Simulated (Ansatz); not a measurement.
# B on the Al site in AlP: levels by LDA and G0W0

Aim: see whether B on the Al site in AlP puts levels into the gap, and how many-body corrections move them.

Method: LDA, HSE06 and G0W0 in a supercell, plane waves, PAW, in Ansatz 0.2.0.

This is a report of a sequence of runs, with most program output left out.

The database entry behind the starting cell differs from later determinations by our own check (0.1 to 0.3 % short, probably kX units), so it need not match the best structure at ambient conditions.

**1. The starting structure**

The cell holds 32 atoms: 1 B, 15 Al and 16 P. Its edges and angles: a = 9.441 Å, b = 9.441 Å, c = 9.441 Å, α = 109.5°, β = 109.5°, γ = 109.5°. It derives from AlP. Nearest the centre at fractional (0.000, 0.000, 0.000): B1 at 0.00 Å, P29 at 2.06 Å, P22 at 2.06 Å, P17 at 2.06 Å, P20 at 2.06 Å, Al15 at 3.77 Å, Al2 at 3.77 Å, Al7 at 3.77 Å.

The structure was relaxed with LDA (ions only). The runs that relaxed it are not among those shown.

**2. The perfect supercell: LDA**

This step: DFT, LDA, plane waves, PAW; PAW set soft_1.

Input file input.yaml:

```yaml
crystal:
  lattice:
    - [-5.451, 5.451, -5.451]
    - [5.451, 5.451, 5.451]
    - [5.451, -5.451, -5.451]
  atoms:
    - { symbol: Al, position: [0.0, 0.0, 0.0] }
    - { symbol: Al, position: [0.25, 0.5, 0.25] }
    - { symbol: Al, position: [0.5, 0.0, 0.5] }
    - { symbol: Al, position: [0.75, 0.5, 0.75] }
    - { symbol: Al, position: [0.75, 0.25, 0.0] }
    - { symbol: Al, position: [0.0, 0.75, 0.25] }
    - { symbol: Al, position: [0.25, 0.25, 0.5] }
    - { symbol: Al, position: [0.5, 0.75, 0.75] }
[... 20 atom lines left out ...]
    - { symbol: P, position: [0.25, 0.0, 0.0] }
    - { symbol: P, position: [0.5, 0.5, 0.25] }
    - { symbol: P, position: [0.75, 0.0, 0.5] }
    - { symbol: P, position: [0.0, 0.5, 0.75] }
kpoints:
  mp_grid: { grid: [2, 2, 2] }
hamiltonian:
  xc: lda
  pseudopotentials: { kind: paw, azcp: { folder: soft_1 }, xc_functional: pbe }
scf:
  occupations: { method: fixed }
  n_extra_bands: 11
output:
  eigenvalues: true
```

On the command line:

```sh
> ansatz run input.yaml --threads 8 --pin off --max-ram 17510MiB --backend cpu --events-out ev --progress --plain --runs-dir out
```

Wall time 1.6 s (8 threads of Arm Neoverse V2, shared host); peak memory 1.1 GiB; 10 s of CPU time.

Numbers from this step:

* gap: 1.437 eV
* valence top at: k = Γ
* conduction bottom at: k = Γ
* least direct gap: 1.437 eV

In a supercell the zone is folded, so edges from different points of the primitive zone can meet at one k.

**3. The perfect supercell: G0W0**

Now the one-shot GW correction: screening in the RPA, then the self-energy of the levels asked for. This step takes PAW set soft_1 files.

This step: G0W0 on LDA, plane waves, PAW; PAW set soft_1.

Edit input.yaml of step 2 so:

```diff
@@ -45,4 +45,6 @@
   occupations: { method: fixed }
-  n_extra_bands: 11
-output:
-  eigenvalues: true
+gw:
+  n_empty_bands: 683
+  ecut_chi: 85.0
+  qp_bands: [v5, c5]
+  screening: { model: contour_deformation }
```

Wall time 2.6 min (8 threads); peak memory 6.6 GiB.

This step gave:

```
bands summed                                 : 747
RPA ε∞ on this mesh (eigenvalues)            : 8.204, 8.204, 8.204
plane waves in the screening matrix          : 1157
G0W0 gap on the mesh                         : 2.099 eV
k of the valence top                         : 0, 0, 0
k of the conduction bottom                   : 0, 0, 0
starting gap on the mesh                     : 1.437 eV
least direct G0W0 gap on the computed points : 2.099 eV
```

The gap on the mesh goes from 1.44 eV to 2.10 eV, a correction of +0.66 eV. Between the two edge states, bare exchange in place of the xc potential would open the gap by 5.86 eV, and correlation takes back 5.20 eV.

**4. The perfect supercell: HSE06**

HSE06 mixes in a quarter of exact exchange at short range. Exchange couples all pairs of k points, which makes a full band path dear, so levels are read on the mesh and at chosen points.

This step: DFT, HSE06, plane waves, PAW; PAW set soft_1.

Edit input.yaml of step 3 so:

```diff
@@ -41,10 +41,8 @@
 hamiltonian:
-  xc: lda
-  pseudopotentials: { kind: paw, azcp: { folder: soft_1 }, xc_functional: pbe }
+  xc: hse06
+  pseudopotentials: { kind: paw, azcp: { folder: soft_1 } }
 scf:
   occupations: { method: fixed }
-gw:
-  n_empty_bands: 683
-  ecut_chi: 85.0
-  qp_bands: [v5, c5]
-  screening: { model: contour_deformation }
+  n_extra_bands: 7
+output:
+  eigenvalues: true
```

Run time: 29 s. Hardware: 8 threads; peak memory 5.6 GiB.

This step gave:

* gap: 2.257 eV
* valence top at: k = Γ
* conduction bottom at: k = Γ
* least direct gap: 2.257 eV

The gap stands +0.82 eV against LDA.

**5. Is the closed shell lowest? The triplet at this geometry**

This step: DFT, LDA, plane waves, PAW; PAW set soft_1.

Input file input.yaml:

```yaml
crystal:
  lattice:
    - [-5.451, 5.451, -5.451]
    - [5.451, 5.451, 5.451]
    - [5.451, -5.451, -5.451]
  atoms:
    - { symbol: B, position: [0.0, 0.0, 0.0] }
    - { symbol: Al, position: [0.246215088, 0.4894022418, 0.246215088] }
    - { symbol: Al, position: [0.5, 0.0, 0.5] }
    - { symbol: Al, position: [0.7568128462, 0.5105977582, 0.7568128462] }
    - { symbol: Al, position: [0.753784912, 0.2431871538, 0.0] }
    - { symbol: Al, position: [0.0, 0.753784912, 0.2431871538] }
    - { symbol: Al, position: [0.246215088, 0.246215088, 0.4894022418] }
    - { symbol: Al, position: [0.5105977582, 0.7568128462, 0.7568128462] }
[... 20 atom lines left out ...]
    - { symbol: P, position: [0.2182941186, 0.0, 0.0] }
    - { symbol: P, position: [0.5040313038, 0.5040313038, 0.2554550749] }
    - { symbol: P, position: [0.7514237711, 0.0, 0.4959686962] }
    - { symbol: P, position: [0.0, 0.4959686962, 0.7514237711] }
kpoints:
  mp_grid: { grid: [2, 2, 2] }
hamiltonian:
  xc: lda
  pseudopotentials: { kind: paw, azcp: { folder: soft_1 }, xc_functional: pbe }
scf:
  occupations: { method: fermi_dirac, width: 0.01 }
  n_extra_bands: 14
output:
  eigenvalues: true
magnetization:
  spin_polarized: true
  initial_magnetization: 2.0
  spin_locking: { lock_magnetization: hard }
```

Wall time 3.1 s (8 threads); peak memory 1.6 GiB.

**6. The defect cell: LDA**

Edit input.yaml of step 5 so:

```diff
@@ -44,9 +44,17 @@
 scf:
-  occupations: { method: fermi_dirac, width: 0.01 }
-  n_extra_bands: 14
+  occupations: { method: fixed }
+  n_extra_bands: 11
 output:
   eigenvalues: true
-magnetization:
-  spin_polarized: true
-  initial_magnetization: 2.0
-  spin_locking: { lock_magnetization: hard }
+  band_densities:
+    - { bands: [v5, v5] }
+    - { bands: [v4, v4] }
+    - { bands: [v3, v3] }
+    - { bands: [v2, v2] }
+    - { bands: [v1, v1] }
+    - { bands: [c1, c1] }
+    - { bands: [c2, c2] }
+    - { bands: [c3, c3] }
+    - { bands: [c4, c4] }
+    - { bands: [c5, c5] }
+  volumetric_format: npy
```

Elapsed: 5.1 s, on 8 threads; peak memory 1.2 GiB.

This step gave:

```yaml
highest_filled_to_lowest_empty_level: 1.396 eV
highest_filled_level_at: k = Γ
lowest_empty_level_at: k = Γ
least_direct_gap: 1.396 eV
```

Levels on the run's own zero; densities are means over the k mesh. Frontier bands, by row:

| band | lowest (eV) | highest (eV) | share of its density within 3 A of the centre | share of the cell's volume | participation ratio |
| --- | --- | --- | --- | --- | --- |
| v5 | 3.87 | 4.132 | 0.2064 | 0.1746 | 0.402 |
| v4 | 3.872 | 4.132 | 0.2278 | 0.1746 | 0.4614 |
| v3 | 3.894 | 4.856 | 0.1872 | 0.1746 | 0.4084 |
| v2 | 4.143 | 4.856 | 0.279 | 0.1746 | 0.3729 |
| v1 | 4.143 | 4.856 | 0.1387 | 0.1746 | 0.3596 |
| c1 | 6.253 | 6.915 | 0.247 | 0.1746 | 0.672 |
| c2 | 6.253 | 7.307 | 0.1124 | 0.1746 | 0.8394 |
| c3 | 6.253 | 7.515 | 0.179 | 0.1746 | 0.6945 |
| c4 | 6.915 | 7.616 | 0.2072 | 0.1746 | 0.6635 |
| c5 | 7.118 | 7.666 | 0.1372 | 0.1746 | 0.7928 |

Band density in the ac plane at fractional y = 0.000, through the centre, with atoms of B and Al and P within 0.45 Å of it.

Values in units of 1e-2 Å⁻³, 13 rows by 16 columns, each cell a mean:
```
0.0 0.1 0.6 1.3 0.7 0.2 0.0 0.0 0.0 0.0 0.0 0.0 0.0 0.0 0.0 0.0
0.0 0.2 0.8 1.3 0.8 0.3 0.2 0.1 0.1 0.4 0.2 0.0 0.0 0.1 0.1 0.0
0.0 0.1 0.2 0.3 0.2 0.4 0.8 0.5 0.4 1.2 0.4 0.0 0.0 0.1 0.0 0.0
0.0 0.0 0.2 0.1 0.1 0.7 1.6 0.9 0.3 0.6 0.2 0.0 0.0 0.0 0.0 0.0
0.0 0.1 0.3 0.2 0.1 0.3 0.6 0.3 0.1 0.1 0.1 0.1 0.4 0.4 0.2 0.0
0.0 0.1 0.1 0.0 0.0 0.1 0.2 0.1 0.0 0.1 0.1 0.5 1.1 0.8 0.2 0.0
0.0 0.0 0.0 0.0 0.0 0.0 0.1 0.0 0.0 0.1 0.1 0.3 0.3 0.1 0.0 0.0
0.0 0.1 0.1 0.0 0.0 0.1 0.1 0.1 0.1 0.2 0.6 1.6 1.3 0.4 0.1 0.0
0.1 0.6 0.4 0.1 0.0 0.0 0.1 0.1 0.1 0.1 0.4 0.7 0.6 0.3 0.3 0.1
0.4 1.4 0.5 0.1 0.0 0.0 0.0 0.0 0.0 0.0 0.1 0.1 0.1 0.5 1.1 0.8
0.2 0.6 0.2 0.1 0.2 0.2 0.1 0.0 0.0 0.1 0.3 0.2 0.1 0.7 1.5 0.9
0.0 0.1 0.2 0.7 1.1 0.6 0.2 0.0 0.0 0.1 0.2 0.1 0.1 0.2 0.4 0.2
0.0 0.0 0.1 0.5 0.6 0.2 0.0 0.0 0.0 0.0 0.0 0.0 0.0 0.0 0.0 0.0
```
Columns run along a (9.4 Å), rows up along c (9.4 Å). Atoms in or near the plane, at fractional coordinates: B at (0.00, 0.00), Al at (0.50, 0.50), Al at (0.75, 0.24), Al at (0.24, 0.75), P at (0.00, 0.22), P at (0.50, 0.75), P at (0.22, 0.00), P at (0.75, 0.50).

Band density in the ac plane at fractional y = 0.000, through the centre, with atoms of B and Al and P within 0.45 Å of it.

Values in units of 1e-2 Å⁻³, 13 rows by 16 columns, each cell a mean:
```
0.3 0.6 1.1 1.2 1.2 0.4 0.1 0.0 0.1 0.2 0.1 0.0 0.0 0.0 0.1 0.3
0.0 0.3 0.8 1.3 0.9 0.3 0.1 0.1 0.5 0.8 0.4 0.1 0.1 0.0 0.1 0.1
0.0 0.1 0.3 0.4 0.2 0.3 0.4 0.3 0.8 1.2 0.4 0.1 0.0 0.0 0.0 0.0
0.0 0.1 0.2 0.1 0.1 0.6 1.3 1.0 0.4 0.4 0.1 0.0 0.0 0.1 0.1 0.0
0.1 0.2 0.3 0.2 0.2 0.4 0.8 1.0 0.5 0.2 0.1 0.1 0.3 0.5 0.3 0.1
0.1 0.1 0.1 0.1 0.0 0.1 0.2 0.3 0.2 0.2 0.3 0.3 1.0 1.3 0.5 0.1
0.0 0.0 0.0 0.0 0.0 0.0 0.1 0.1 0.1 0.3 0.8 0.7 0.3 0.4 0.1 0.0
0.1 0.2 0.1 0.0 0.0 0.1 0.2 0.2 0.1 0.3 1.0 1.5 0.7 0.1 0.0 0.1
0.6 0.7 0.3 0.1 0.0 0.1 0.1 0.1 0.0 0.1 0.4 0.7 0.4 0.2 0.3 0.4
0.7 1.1 0.3 0.0 0.0 0.0 0.0 0.0 0.0 0.1 0.2 0.1 0.1 0.6 1.2 1.2
0.8 0.6 0.1 0.1 0.1 0.1 0.1 0.0 0.0 0.1 0.3 0.2 0.2 0.7 1.4 1.1
0.9 0.2 0.2 0.6 0.9 0.6 0.2 0.0 0.0 0.1 0.2 0.1 0.1 0.3 0.5 0.9
0.5 0.6 1.0 0.6 0.9 0.7 0.2 0.0 0.0 0.1 0.1 0.0 0.0 0.0 0.1 0.4
```
Columns run along a (9.4 Å), rows up along c (9.4 Å). Atoms in or near the plane, at fractional coordinates: B at (0.00, 0.00), Al at (0.50, 0.50), Al at (0.75, 0.24), Al at (0.24, 0.75), P at (0.00, 0.22), P at (0.50, 0.75), P at (0.22, 0.00), P at (0.75, 0.50).

The triplet lies +1.85 eV from this closed shell.

**7. The defect cell: G0W0, 2×2×2 mesh, 683 empty bands, screening to 85 eV, PAW set soft_1 files**

This step: G0W0 on LDA, plane waves, PAW; PAW set soft_1.

Edit input.yaml of step 6 so:

```diff
@@ -45,16 +45,6 @@
   occupations: { method: fixed }
-  n_extra_bands: 11
-output:
-  eigenvalues: true
-  band_densities:
-    - { bands: [v5, v5] }
-    - { bands: [v4, v4] }
-    - { bands: [v3, v3] }
-    - { bands: [v2, v2] }
-    - { bands: [v1, v1] }
-    - { bands: [c1, c1] }
-    - { bands: [c2, c2] }
-    - { bands: [c3, c3] }
-    - { bands: [c4, c4] }
-    - { bands: [c5, c5] }
-  volumetric_format: npy
+gw:
+  n_empty_bands: 683
+  ecut_chi: 85.0
+  qp_bands: [v5, c5]
+  screening: { model: contour_deformation }
```

Run time: 2.4 min. Hardware: 8 threads; peak memory 6 GiB; 18 min of CPU time.

Numbers from this step:

- bands summed: 747
- RPA ε∞ on this mesh (eigenvalues): 8.573, 8.573, 8.573
- plane waves in the screening matrix: 1157
- q-points in the mesh: 8
- G0W0, highest filled to lowest empty level: 2.031 eV
- k of the highest filled level: 0, 0, 0
- k of the lowest empty level: 0, 0, 0
- the same at the start: 1.396 eV
- Z of the highest filled level: 0.7592
- Z of the lowest empty level: 0.7866
- least direct G0W0 gap on the computed points: 2.031 eV

The gap on the mesh goes from 1.40 eV to 2.03 eV, a correction of +0.63 eV. Between the two edge states, bare exchange in place of the xc potential would open the gap by 5.81 eV, and correlation takes back 5.18 eV.

**8. The defect cell: HSE06**

This step: DFT, HSE06, plane waves, PAW; PAW set soft_1.

Edit input.yaml of step 7 so:

```diff
@@ -41,10 +41,8 @@
 hamiltonian:
-  xc: lda
-  pseudopotentials: { kind: paw, azcp: { folder: soft_1 }, xc_functional: pbe }
+  xc: hse06
+  pseudopotentials: { kind: paw, azcp: { folder: soft_1 } }
 scf:
   occupations: { method: fixed }
-gw:
-  n_empty_bands: 683
-  ecut_chi: 85.0
-  qp_bands: [v5, c5]
-  screening: { model: contour_deformation }
+  n_extra_bands: 7
+output:
+  eigenvalues: true
```

Wall time 30 s (8 threads); peak memory 5.7 GiB; 3.5 min of CPU time.

Numbers from this step:

```yaml
highest_filled_to_lowest_empty_level: 2.209 eV
highest_filled_level_at: k = Γ
lowest_empty_level_at: k = Γ
least_direct_gap: 2.209 eV
exact_exchange_fraction: 0.25
```

The gap stands +0.81 eV against LDA.

**9. Levels and corrections**

Bands near the gap of the defect cell: share of density within 3 Å of the centre, width over the mesh, and mean G0W0 correction less that of v1. Within a degenerate set only the sum of the shares has meaning.

| band | share near centre | LDA width (eV) | mean correction (eV) | Z |
| --- | --- | --- | --- | --- |
| v5 | 0.21 | 0.26 | −0.04 | 0.75 |
| v4 | 0.23 | 0.26 | −0.03 | 0.75 |
| v3 | 0.19 | 0.96 | −0.02 | 0.75 |
| v2 | 0.28 | 0.71 | +0.004 | 0.76 |
| v1 | 0.14 | 0.71 | +0.00 | 0.76 |
| c1 | 0.25 | 0.66 | +0.73 | 0.78 |
| c2 | 0.11 | 1.05 | +0.74 | 0.78 |
| c3 | 0.18 | 1.26 | +0.75 | 0.78 |
| c4 | 0.21 | 0.70 | +0.79 | 0.78 |
| c5 | 0.14 | 0.55 | +0.79 | 0.78 |

| level | gap, perfect (eV) | highest filled to lowest empty, defect cell (eV) |
| --- | --- | --- |
| LDA | 1.44 | 1.40 |
| HSE06 | 2.26 | 2.21 |
| G0W0 | 2.10 | 2.03 |

**10. Outcome**

| Quantity | Value |
| --- | --- |
| LDA, defect cell | 1.40 eV |
| HSE06, defect cell | 2.21 eV |
| G0W0, defect cell | 2.03 eV |
| G0W0, perfect cell | 2.10 eV |
| supercell | 32 atoms, 2×2×2 mesh |
| known limits | not at the basis limit |

What this shows: No band shown gathers strongly near the centre, so the defect puts no clear level into the gap. G0W0 opens the host gap by +0.66 eV and the separation of highest filled and lowest empty level in the defect cell by +0.63 eV. Levels are vertical, at one geometry; charge transition levels would need relaxation in each state.

[Paths, hosts, dates, memory and timing lines, banners, echoed tables and standing remarks are left out of the program output.]

[Logs are printed without paths, hosts, clocks, repeated set-up lines and the standing remarks that a program may print on its own settings, such as how far it seeks lower states.]

[Runs of the session that timed out or met a known fault of the program may be left out.]

[Cells called generated may have been cut or substituted from an entry of the Crystallography Open Database or the Materials Project.]

[Hosts, paths, dates, database ids (printed as entryN), source tags and the programs' standing remarks are cut or masked in the printed files.]
